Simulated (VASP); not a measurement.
Set up this calculation in VASP 6.6.1, as an ASE script.

| Item | Value |
| --- | --- |
| Task | single point |
| Functional | PBE0 |
| Dispersion | D2 |
| Potentials or basis | VASP PAW PBE potentials, release 64 (Sn_d) |
| Cutoff | 520 eV |
| k mesh | 6 × 6 × 6 |
| Occupations | fermi-dirac, width 0.02 eV |
| Spin | no spin polarisation |
| Grid for exact exchange (PRECFOCK) | Fast |
| Exchange at q = 0 | default |
| Further INCAR settings | ALGO = Normal; EDIFF = 1.00e-06 |

The structure of Sn lies in Sn.xyz:

```xyz
1
Lattice="-1.7265390000 1.7755470000 2.3383420000 1.7265390000 -1.7755470000 2.3383420000 1.7265390000 1.7755470000 -2.3383420000" Properties=species:S:1:pos:R:3 pbc="T T T"
Sn     0.0000000000      0.0000000000      0.0000000000
```

This isn't the form of Sn at room conditions, which is tetragonal (white tin).

One way to write it, as run:

run.py

```python
from ase.calculators.vasp import Vasp
from ase.dft.bandgap import bandgap
from ase.io import read

atoms = read('Sn.xyz')
calc = Vasp(
    directory='calc',
    xc='pbe0',
    pp='PBE',
    setups='recommended',
    prec='Accurate',
    encut=520,
    ediff=1e-06,
    ismear=-1,
    sigma=0.02,
    lreal=False,
    lasph=True,
    nelm=80,
    algo='Normal',
    isif=2,
    lwave=False,
    lcharg=False,
    precfock='Fast',
    ivdw=1,
    kpts=[6, 6, 6],
    gamma=True,
)
atoms.calc = calc

print('energy (eV):', atoms.get_potential_energy())
print('free energy (eV):', atoms.get_potential_energy(force_consistent=True))
print('forces (eV/A):')
print(atoms.get_forces())
print('stress (eV/A^3, Voigt):', atoms.get_stress())
print('Fermi level (eV):', calc.get_fermi_level())
gap, top, bottom = bandgap(calc)
print('band gap (eV):', gap, 'from (spin, k, band)', top, 'to', bottom)
```

Potentials or basis: VASP PAW PBE potentials, release 64 (Sn_d).

Launch:

```sh
$ python run.py
```

Results of the run:

| Item | Value |
| --- | --- |
| Pressure | 0.3 GPa |
| Band gap on the k mesh | none (metal or under the smearing width) |
| Dispersion energy per atom | -0.425 eV |

Caveat: the k mesh is coarse (spacing up to 0.42 Å⁻¹), so the values aren't converged, least of all with exact exchange; atom-pairwise D2, TS and ULG terms overbind metals; the PAW data sets were made with another functional, which shifts forces and pressure a little; pairwise dispersion overbinds metals, which lowers pressure and volume.

Run time: 17 min on 1 thread of AMD EPYC 9R45 (Zen 5), with other jobs on the host, peak memory 0.14 GiB.
